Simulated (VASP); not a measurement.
# V (Pm-3m) in VASP: further runs

The runs below take V through relaxation of cell and atoms, single point, with PBE.

All numbers are computed with VASP 6.6.1; they aren't measurements. Logs are shortened: lines on timing, memory, paths and dates and some standing lists are left out, and cuts for length are marked.

### 1 Starting point

It takes space group Pm-3m (No. 221, cubic). Conventional cell: a = 2.440 Å, b = 2.440 Å, c = 2.440 Å, α = 90.00°, β = 90.00°, γ = 90.00°. Around V (site symmetry m-3m) lie 6 V at 2.44 Å.

The cell was built by a generator and needn't be a form met in nature.

### 2 Relaxation of cell and atoms, PBE

File INCAR:

```
ALGO     = Normal         # electronic algorithm
EDIFF    = 1E-7           # SCF threshold, eV
EDIFFG   = -0.01          # ionic threshold
ENCUT    = 600            # plane-wave cutoff, eV
GGA      = PE             # functional
IBRION   = 2              # ionic algorithm
ISIF     = 3              # what is computed and relaxed
ISMEAR   = 0              # smearing method
LASPH    = True           # aspherical terms in the spheres
LCHARG   = False          # write CHGCAR
LREAL    = False          # projectors in reciprocal space
LWAVE    = False          # write WAVECAR
NELM     = 80             # most SCF steps
NSW      = 100            # ionic steps
PREC     = Accurate       # precision mode
SIGMA    = 0.1            # smearing width, eV
```

File KPOINTS:

```
k-points
0
Gamma
  22 22 22
```

File POSCAR:

```
V
1.0
    2.4398711703      0.0000000000      0.0000000000
    0.0000000000      2.4398711703      0.0000000000
    0.0000000000      0.0000000000      2.4398711703
V
1
Direct
    0.0000000000      0.0000000000      0.0000000000
```

Potentials or basis: VASP PAW PBE potentials, release 64 (V_sv).

Run with:

```bash
> cat potpaw_PBE.64/V_sv/POTCAR > POTCAR
> mpirun -np 1 vasp_std > vasp.out
```

OUTCAR:

```text
EDIFF = 1E-7
   EDIFFG = -0.01
   ENCUT = 600
   GGA = PE
   IBRION = 2
   ISIF = 3
   ISMEAR = 0
   LASPH = True
   LREAL = False
   NELM = 80
   NSW = 100
   PREC = Accurate

 ion  position               nearest neighbor table
   1  0.000  0.000  0.000-

  LATTYP: Found a simple cubic cell.
 ALAT       =     2.4398711703

  Lattice vectors:

 A1 = (   2.4398711703,   0.0000000000,   0.0000000000)
 A2 = (   0.0000000000,   2.4398711703,   0.0000000000)
 A3 = (   0.0000000000,   0.0000000000,   2.4398711703)

Analysis of symmetry for initial positions (statically):
=====================================================================
 Subroutine PRICEL returns:
 Original cell was already a primitive cell.

 Routine SETGRP: Setting up the symmetry group for a
 simple cubic supercell.

 Subroutine GETGRP returns: Found 48 space group operations
 (whereof 48 operations were pure point group operations)
 out of a pool of 48 trial point group operations.

The static configuration has the point symmetry O_h .

Analysis of symmetry for dynamics (positions and initial velocities):
=====================================================================
 Subroutine PRICEL returns:
 Original cell was already a primitive cell.

 Routine SETGRP: Setting up the symmetry group for a
 simple cubic supercell.

 Subroutine GETGRP returns: Found 48 space group operations
 (whereof 48 operations were pure point group operations)
 out of a pool of 48 trial point group operations.

The dynamic configuration has the point symmetry O_h .

 Subroutine INISYM returns: Found 48 space group operations
 (whereof 48 operations are pure point group operations),
 and found     1 'primitive' translations

----------------------------------------------------------------------------------------

                                     Primitive cell

  volume of cell :      14.5245

  direct lattice vectors                    reciprocal lattice vectors
     2.439871170  0.000000000  0.000000000     0.409857706  0.000000000  0.000000000
     0.000000000  2.439871170  0.000000000     0.000000000  0.409857706  0.000000000
     0.000000000  0.000000000  2.439871170     0.000000000  0.000000000  0.409857706

  length of vectors
     2.439871170  2.439871170  2.439871170     0.409857706  0.409857706  0.409857706

  position of ions in fractional coordinates (direct lattice)
     0.000000000  0.000000000  0.000000000

  ion indices of the primitive-cell ions
   primitive index   ion index
                 1           1

----------------------------------------------------------------------------------------

 KPOINTS: k-points

Automatic generation of k-mesh.
 Grid dimensions read from file:
 generate k-points for:   22   22   22

 Generating k-lattice:

  Cartesian coordinates                     Fractional coordinates (reciprocal lattice)
     0.018629896  0.000000000  0.000000000     0.045454545  0.000000000  0.000000000
     0.000000000  0.018629896  0.000000000     0.000000000  0.045454545  0.000000000
     0.000000000  0.000000000  0.018629896     0.000000000  0.000000000  0.045454545

  Length of vectors
     0.018629896  0.018629896  0.018629896

  Shift w.r.t. Gamma in fractional coordinates (k-lattice)
     0.000000000  0.000000000  0.000000000

 Subroutine IBZKPT returns following result:
 ===========================================

 Found    364 irreducible k-points:

 Following reciprocal coordinates:
            Coordinates               Weight
  0.000000  0.000000  0.000000      1.000000
  0.045455  0.000000  0.000000      6.000000
  0.090909  0.000000  0.000000      6.000000
  0.136364  0.000000  0.000000      6.000000
  0.181818  0.000000  0.000000      6.000000
  0.227273  0.000000  0.000000      6.000000
[... 16 lines left out ...]
  0.500000  0.045455  0.000000     12.000000
  0.090909  0.090909  0.000000     12.000000
 [... further k-points ...]
   k-points           NKPTS =    364   k-points in BZ     NKDIM =    364   number of bands    NBANDS=     10
   number of dos      NEDOS =    301   number of ions     NIONS =      1
   total plane-waves  NPLWV =   8000
   dimension x,y,z NGX =    20 NGY =   20 NGZ =   20
   dimension x,y,z NGXF=    40 NGYF=   40 NGZF=   40
   ions per type =               1
   NGX,Y,Z   is equivalent  to a cutoff of  13.63, 13.63, 13.63 a.u.
   NGXF,Y,Z  is equivalent  to a cutoff of  27.25, 27.25, 27.25 a.u.
 SYSTEM =  unknown system
   PREC   = accura    normal or accurate (medium, high low for compatibility)
   ISTART =      0    job   : 0-new  1-cont  2-samecut
   ICHARG =      2    charge: 1-file 2-atom 10-const
   ISPIN  =      1    spin polarized calculation?
   LNONCOLLINEAR =      F non collinear calculations
   LSORBIT =      F    spin-orbit coupling
   LASPH  =      T    aspherical Exc in radial PAW
   ENCUT  =  600.0 eV  44.10 Ry    6.64 a.u.   4.87  4.87  4.87*2*pi/ulx,y,z
   NELM   =     80;   NELMIN=  2; NELMDL= -5     # of ELM steps
   EDIFF  = 0.1E-06   stopping-criterion for ELM
   LREAL  =      F    real-space projection
   EDIFFG = -.1E-01   stopping-criterion for IOM
   NSW    =    100    number of steps for IOM
   IBRION =      2    ionic relax: 0-MD 1-quasi-New 2-CG
   NFREE  =      1    steps in history (QN), initial steepest desc. (CG)
   ISIF   =      3    stress and relaxation
   ISYM   =      2    0-nonsym 1-usesym 2-fastsym
   POTIM  = 0.5000    time-step for ionic-motion
   TEBEG  =    0.0;   TEEND  =   0.0 temperature during run
   PSTRESS=    0.0 pullay stress
   NELECT =      13.0000    total number of electrons
   NUPDOWN=      -1.0000    fix difference up-down
   EMIN   =  10.00;   EMAX   =-10.00  energy-range for DOS
   EFERMI =   0.00;   METHOD = LEGACY
   ISMEAR =     0;   SIGMA  =   0.10  broadening in eV -4-tet -1-fermi 0-gaus
   EFERMI_NEDOS =   21; number of points for ismear=-14 and -15
   IALGO  =     38    algorithm
   IMIX   =      4    mixing-type and parameters
     AMIX     =   0.40;   BMIX     =  1.00
     AMIX_MAG =   1.60;   BMIX_MAG =  1.00
  volume/ion in A,a.u.               =      14.52        98.02
  Fermi-wavevector in a.u.,A,eV,Ry     =   1.577693  2.981407 33.866451  2.489114
  Thomas-Fermi vector in A             =   2.678336
   LORBIT       =      0    0 simple, 1 ext, 2 COOP (PROOUT), +10 PAW based schemes
   GGA     = PE    functional components
   LHFCALC =     F    Hartree Fock is set to
   AEXX    =    0.0000 exact exchange contribution
   IVDW    =     0    specifies the selected vdW correction
   LEPSILON=     F    determine dielectric tensor
   LRPA    =     F    only Hartree local field effects (RPA)
 conjugate gradient relaxation of ions
 non-spin polarized calculation
 Gauss-broadening in eV      SIGMA  =   0.10
  energy-cutoff  :      600.00
  volume of cell :       14.52
 maximum number of plane-waves:       500
 NGX is ok and might be reduce to    20

--------------------------------------- Ionic step        1  -------------------------------------------

 number of electron      13.0000014 magnetization

 Free energy of the ion-electron system (eV)
  ---------------------------------------------------
  ext. energy  EPLUGINS =         0.00000000
  ---------------------------------------------------
  free energy    TOTEN  =        -8.15110345 eV

  energy without entropy =       -8.14601948  energy(sigma->0) =       -8.14856147

------------------------ aborting loop because EDIFF is reached ----------------------------------------

  FORCE on cell =-STRESS in cart. coord.  units (eV):
  Direction    XX          YY          ZZ          XY          YZ          ZX
  --------------------------------------------------------------------------------------
  -------------------------------------------------------------------------------------
  Total        0.1487643      0.1487643      0.1487643      0.0000000     -0.0000000      0.0000000
  in kB       16.4100013     16.4100013     16.4100013      0.0000000     -0.0000000      0.0000000
  external PRESSURE =      16.4100013 kB  Pullay stress =       0.0000000 kB

 VOLUME and BASIS-vectors are now :
 -----------------------------------------------------------------------------
  energy-cutoff  :      600.00
  volume of cell :       14.52
      direct lattice vectors                 reciprocal lattice vectors
     2.439871170  0.000000000  0.000000000     0.409857706  0.000000000  0.000000000
     0.000000000  2.439871170  0.000000000     0.000000000  0.409857706  0.000000000
     0.000000000  0.000000000  2.439871170     0.000000000  0.000000000  0.409857706
[... 36 lines left out ...]
 POSITION                                       TOTAL-FORCE (eV/Angst)
 -----------------------------------------------------------------------------------
      0.00000      0.00000      0.00000         0.000000      0.000000      0.000000
 -----------------------------------------------------------------------------------
    total drift:                               -0.000000     -0.000000     -0.000000

  FREE ENERGIE OF THE ION-ELECTRON SYSTEM (eV)
  ---------------------------------------------------
  free  energy   TOTEN  =        -8.1513125535 eV

  energy  without entropy=       -8.1460068512  energy(sigma->0) =       -8.14865970

--------------------------------------- Ionic step        3  -------------------------------------------

 number of electron      13.0000014 magnetization

 Free energy of the ion-electron system (eV)
  ---------------------------------------------------
  ext. energy  EPLUGINS =         0.00000000
  ---------------------------------------------------
  free energy    TOTEN  =        -8.15194528 eV

  energy without entropy =       -8.14674711  energy(sigma->0) =       -8.14934620

 E-fermi :   8.8368     XC(G=0): -12.3232

 val. band max:        8.8307096241   @ k =   0.4091   0.4091   0.1818
 cond. band min:       8.8406222390   @ k =   0.4091   0.3636   0.2273
 fundamental gap:      0.0099126149
 Fermi energy:         8.8367993178

 k-point     1 :       0.0000    0.0000    0.0000
  band No.  band energies     occupation
      1     -55.0373      2.00000
      2     -28.2911      2.00000
      3     -28.2911      2.00000
      4     -28.2911      2.00000
      5       2.4848      2.00000
      6       6.7015      2.00000
      7       6.7015      2.00000
      8      12.3388      0.00000
      9      12.3388      0.00000
     10      12.3388      0.00000

 k-point     2 :       0.0455    0.0000    0.0000
  band No.  band energies     occupation
      1     -55.0341      2.00000
      2     -28.3133      2.00000
      3     -28.2893      2.00000
      4     -28.2893      2.00000
      5       2.5465      2.00000
      6       6.7158      2.00000
      7       6.7476      2.00000
      8      12.2909      0.00000
      9      12.2909      0.00000
     10      12.3424      0.00000
[... 274 lines left out ...]
 k-point    24 :       0.0909    0.0909    0.0000
  band No.  band energies     occupation
      1     -55.0117      2.00000
      2     -28.3752      2.00000
      3     -28.3647      2.00000
      4     -28.2764      2.00000
      5       2.9688      2.00000
      6       6.8752      2.00000
      7       7.0057      2.00000
      8      11.9597      0.00000
      9      12.1334      0.00000
     10      12.2068      0.00000

 [... further k-points ...]

------------------------ aborting loop because EDIFF is reached ----------------------------------------

  FORCE on cell =-STRESS in cart. coord.  units (eV):
  Direction    XX          YY          ZZ          XY          YZ          ZX
  --------------------------------------------------------------------------------------
  -------------------------------------------------------------------------------------
  Total        0.0001305      0.0001305      0.0001305     -0.0000000      0.0000000      0.0000000
  in kB        0.0142351      0.0142351      0.0142351     -0.0000000      0.0000000      0.0000000
  external PRESSURE =       0.0142351 kB  Pullay stress =       0.0000000 kB

 VOLUME and BASIS-vectors are now :
 -----------------------------------------------------------------------------
  energy-cutoff  :      600.00
  volume of cell :       14.69
      direct lattice vectors                 reciprocal lattice vectors
     2.449190438  0.000000000  0.000000000     0.408298181 -0.000000000  0.000000000
     0.000000000  2.449190438  0.000000000    -0.000000000  0.408298181  0.000000000
    -0.000000000 -0.000000000  2.449190438    -0.000000000 -0.000000000  0.408298181

 POSITION                                       TOTAL-FORCE (eV/Angst)
 -----------------------------------------------------------------------------------
      0.00000      0.00000      0.00000         0.000000      0.000000      0.000000
 -----------------------------------------------------------------------------------
    total drift:                               -0.000000     -0.000000     -0.000000

  FREE ENERGIE OF THE ION-ELECTRON SYSTEM (eV)
  ---------------------------------------------------
  free  energy   TOTEN  =        -8.1519452763 eV

  energy  without entropy=       -8.1467471138  energy(sigma->0) =       -8.14934620

 reached required accuracy - stopping structural energy minimisation
```

Run time: 46 s. Hardware: 1 thread of AMD EPYC 9R45 (Zen 5), shared host; peak memory 0.15 GiB.

What came out:

```yaml
Free_energy: -8.1519 eV
Relaxed_volume: 14.69 Å³/atom
Relaxed_cell: a = 2.449 Å, b = 2.449 Å, c = 2.449 Å, α = 90.00°, β = 90.00°, γ = 90.00°
Space_group_after_relaxing_to_0.05_Å: Pm-3m (No. 221)
Energy_gained_by_relaxing: 0.8 meV/atom
Ionic_steps: 3
Pressure_after_relaxing: 0.0 GPa
Band_gap_on_the_k_mesh: none (metal or under the smearing width)
```

Step by step:
```tsv
step	energy change (eV)	largest force (eV/Å)	pressure (GPa)	volume (Å³)
1	0.0000	0.0000	1.64	14.52
2	-0.0002	0.0000	-1.36	14.84
3	-0.0008	0.0000	0.00	14.69
```

Final structure:
```
V
1.0
     2.44919    0.00000    0.00000
     0.00000    2.44919    0.00000
     0.00000    0.00000    2.44919
V
1
Direct
  0.00000 0.00000 0.00000
```

Levels at points of the mesh, in eV from the Fermi level:
```csv
k point,band 5,band 6,band 7,band 8,band 9,band 10
"(0.00, 0.00, 0.00)",-6.35,-2.14,-2.14,3.50,3.50,3.50
"(0.50, 0.00, 0.00)",-2.25,-1.37,-0.19,1.52,1.52,3.68
"(0.50, 0.50, 0.00)",-3.55,-0.71,1.95,1.95,4.73,6.12
"(0.50, 0.50, 0.50)",-1.93,-1.93,-1.93,4.84,4.84,10.36
```

### 3 Single point, PBE, collinear spin, typed start

This run uses another cell than the first one: it holds 2 atoms, not 1.

File INCAR:

```
ALGO     = Normal         # electronic algorithm
EDIFF    = 1E-7           # SCF threshold, eV
ENCUT    = 520            # plane-wave cutoff, eV
GGA      = PE             # functional
ISIF     = 2              # what is computed and relaxed
ISMEAR   = 0              # smearing method
ISPIN    = 2              # spin polarisation
LASPH    = True           # aspherical terms in the spheres
LCHARG   = False          # write CHGCAR
LMAXMIX  = 4              # l up to which the mixer works
LORBIT   = 11             # projections on sites
LREAL    = False          # projectors in reciprocal space
LWAVE    = False          # write WAVECAR
MAGMOM   = 2 2            # initial moments
NBANDS   = 24             # bands
NELM     = 150            # most SCF steps
PREC     = Accurate       # precision mode
SIGMA    = 0.1            # smearing width, eV
```

File KPOINTS:

```
k-points
0
Gamma
  6 6 6
```

File POSCAR:

```
V
1.0
    1.6526984278      0.9541858822      3.0647310873
   -1.6526984278      0.9541858822      3.0647310873
    0.0000000000     -1.9083717644      3.0647310873
V
2
Direct
    0.2275400000      0.2275400000      0.2275400000
    0.7724600000      0.7724600000      0.7724600000
```

Potentials or basis: VASP PAW PBE potentials, release 64 (V_sv).

Run with:

```bash
> cat potpaw_PBE.64/V_sv/POTCAR > POTCAR
> mpirun -np 1 vasp_std > vasp.out
```

Run time: 32 s. Hardware: 1 thread of AMD EPYC 9R45 (Zen 5), shared host; peak memory 0.15 GiB.

It converged, with:

```yaml
Free_energy: -15.5487 eV
Pressure: 7.6 GPa
Largest_force: 4.305 eV/Å
Band_gap_on_the_k_mesh: none (metal or under the smearing width)
Net_moment: 0.00 μB per cell
Valence_electrons_inside_the_program's_atomic_spheres: V 11.87
```

Forces in eV/Å, atoms in the order of the input:
```
V    0.000  0.000  4.305
V    0.000  0.000 -4.305
```

Stress tensor (GPa, compression positive):
```
 4.35  0.00  0.00
 0.00  4.35  0.00
 0.00  0.00 14.02
```

Levels at points of the mesh, in eV from the Fermi level:
Spin up:
| k point | band 10 | band 11 | band 12 | band 13 | band 14 | band 15 | band 16 | band 17 |
| --- | --- | --- | --- | --- | --- | --- | --- | --- |
| (0.00, 0.00, 0.00) | -2.16 | -1.94 | -1.94 | -1.88 | -1.88 | 2.39 | 3.74 | 3.74 |
| (0.50, 0.00, 0.00) | -2.75 | -0.46 | -0.43 | -0.04 | 0.04 | 0.64 | 1.37 | 2.93 |
| (0.50, 0.50, 0.00) | -2.18 | -1.18 | -1.08 | 0.51 | 1.37 | 1.49 | 1.87 | 1.87 |
| (0.50, 0.50, 0.50) | -2.92 | -0.63 | -0.63 | -0.62 | -0.62 | 1.03 | 2.16 | 2.16 |
Spin down:
```
           k point  band 11  band 12  band 13  band 14  band 15  band 16
(0.00, 0.00, 0.00)    -1.94    -1.94    -1.88    -1.88     2.39     3.74
(0.50, 0.00, 0.00)    -0.46    -0.43    -0.04     0.04     0.64     1.37
(0.50, 0.50, 0.00)    -1.18    -1.08     0.51     1.37     1.49     1.87
(0.50, 0.50, 0.50)    -0.63    -0.63    -0.62    -0.62     1.03     2.16
```

Caveat: the k mesh is coarse (spacing up to 0.38 Å⁻¹), so the values aren't converged; forces of over 1 eV/Å show positions far from the minimum, so gaps and moduli don't describe the material at rest.

### 4 Single point, PBE, collinear spin, typed start

This run uses another cell than the first one: it holds 4 atoms, not 1.

File INCAR:

```
PREC = Accurate
ENCUT = 520
EDIFF = 1E-7
ISMEAR = 0
SIGMA = 0.1
LREAL = F
LASPH = T
NELM = 150
ALGO = Normal
ISIF = 2
LWAVE = F
LCHARG = T
ISPIN = 2
MAGMOM = 2 2 2 2
LORBIT = 11
LMAXMIX = 4
GGA = PE
LELF = T
LVHAR = T
NBANDS = 38
```

File KPOINTS:

```
regular mesh
0
Gamma
  4 4 4
```

File POSCAR:

```
V
1.0
    4.0097639081      0.0000000000      0.0000000000
    0.0000000000      4.0097639081      0.0000000000
    0.0000000000      0.0000000000      4.0097639081
V
4
Direct
    0.0300000000      0.0300000000      0.0300000000
    0.4700000000      0.9700000000      0.5300000000
    0.5300000000      0.4700000000      0.9700000000
    0.9700000000      0.5300000000      0.4700000000
```

Run with:

```bash
> cat potpaw_PBE.64/V_sv/POTCAR > POTCAR
> mpirun -np 1 vasp_std > vasp.out
```

Run time: 51 s. Hardware: 1 thread of Intel Xeon Platinum 8488C (Sapphire Rapids), shared host; peak memory 0.2 GiB.

The run converged. Its results:

```yaml
Free_energy: -34.0525 eV
Pressure: -15.6 GPa
Largest_force: 0.785 eV/Å
Band_gap_on_the_k_mesh: none (metal or under the smearing width)
Net_moment: 2.40 μB per cell
Site_moments: V +0.51 μB
Valence_electrons_inside_the_program's_atomic_spheres: V 11.43
```

Forces in eV/Å, atoms in the order of the input:
```
V   -0.453 -0.453 -0.453
V    0.453  0.453 -0.453
V   -0.453  0.453  0.453
V    0.453 -0.453  0.453
```

Levels at points of the mesh, in eV from the Fermi level:
Spin up:
```tsv
k point	band 25	band 26	band 27	band 28	band 29	band 30	band 31	band 32
(0.00, 0.00, 0.00)	-0.09	-0.09	1.32	1.32	1.61	1.61	1.61	1.99
(0.50, 0.00, 0.00)	-0.95	-0.95	0.07	0.07	0.96	0.96	1.02	1.02
(0.50, 0.50, 0.00)	-0.85	-0.85	-0.42	-0.42	0.51	0.51	0.87	0.87
(0.50, 0.50, 0.50)	-0.22	-0.22	-0.22	-0.22	0.54	0.54	0.54	0.54
```
Spin down:
| k point | band 21 | band 22 | band 23 | band 24 | band 25 | band 26 | band 27 | band 28 |
| --- | --- | --- | --- | --- | --- | --- | --- | --- |
| (0.00, 0.00, 0.00) | -1.78 | -1.78 | -1.78 | 0.36 | 0.36 | 0.36 | 1.79 | 1.79 |
| (0.50, 0.00, 0.00) | -0.96 | -0.96 | -0.64 | -0.64 | -0.50 | -0.50 | 0.55 | 0.55 |
| (0.50, 0.50, 0.00) | -0.88 | -0.88 | -0.72 | -0.72 | -0.36 | -0.36 | 0.04 | 0.04 |
| (0.50, 0.50, 0.50) | 0.11 | 0.11 | 0.11 | 0.11 | 0.28 | 0.28 | 0.28 | 0.28 |

Caveat: the k mesh is coarse (spacing up to 0.39 Å⁻¹), so the values aren't converged; so large a pressure means that the cell lies far from this level's equilibrium, or that cutoff or potentials fall short.

(Part 1 of 2 ends here.)
